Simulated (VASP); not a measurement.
Input of a VASP 6.6.1 run:

The input INCAR:

```
SYSTEM = Al
PREC = Accurate
ENCUT = 600
EDIFF = 1E-7
ISMEAR = 1
SIGMA = 0.1
LREAL = .FALSE.
LASPH = .TRUE.
NELM = 80
ALGO = Normal
ISIF = 2
LWAVE = .FALSE.
LCHARG = .FALSE.
METAGGA = R2SCAN
LMIXTAU = .TRUE.
IBRION = 2
NSW = 40
EDIFFG = -0.01
```

KPOINTS

```
Automatic mesh
0
G
  16 16 16
  0 0 0
```

POSCAR

```
Al                                      
1.0
    0.0000000000      1.9809276004      1.9809276004
    1.9809276004      0.0000000000      1.9809276004
    1.9809276004      1.9809276004      0.0000000000
  Al            
     1
Direct
     0.0000000000000000    0.0000000000000000    0.0000000000000000
```

Potentials or basis: VASP PAW PBE potentials, release 64 (Al).

Command:

```sh
$ cat potpaw_PBE.64/Al/POTCAR > POTCAR
$ mpirun -np 1 vasp_std > vasp.out
```

**Question.** Predict the band gap on the k mesh.

**Answer.** None (metal or under the smearing width).

Final structure:
```
CELL_PARAMETERS angstrom
0.00000 1.98093 1.98093
1.98093 0.00000 1.98093
1.98093 1.98093 0.00000
ATOMIC_POSITIONS crystal
Al 0.00000 0.00000 0.00000
```

Caveat: the relaxation stopped at its first step, so nothing moved.
